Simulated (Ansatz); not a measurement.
SiO2, 12 atoms in the cell. The structure is tetragonal, space group P4_32_12 (No. 96). The conventional cell has a = 4.976 Å, b = 4.976 Å, c = 6.901 Å, α = 90.00°, β = 90.00°, γ = 90.00°. Si (site symmetry 2) has 4 O at 1.61 Å as nearest neighbours. O (site symmetry 1) is surrounded by 2 Si at 1.61 Å. The cell comes from a database or a generator and needn't be the stable form of this composition.

- Program: Ansatz 0.2.0
- Task: relaxation of cell and atoms
- Functional: revPBE
- Potentials or basis: Ansatz PAW
- Cutoff: 420 eV (not typed: the program's choice for these potentials)
- k mesh: 6 × 6 × 4
- Occupations: fermi-dirac, width 0.05 eV
- Spin: no spin polarisation

Potentials or basis: Ansatz PAW.

Command:

```bash
$ ansatz run input.yaml --threads 4 --pin off --max-ram 11264MiB --backend cpu --events-out ev --progress --plain --runs-dir out
```

Hardware: 4 threads of Intel(R) Xeon(R) 6975P-C (Granite Rapids), on a shared host.

Problem. How long does it take, and how much memory?

Solution. It took 32 s on 4 threads of Intel(R) Xeon(R) 6975P-C (Granite Rapids) (shared host), peak memory 0.68 GiB. Counts: scf iterations 70, plane waves 3697, k points 30, bands 44, ion steps 12.
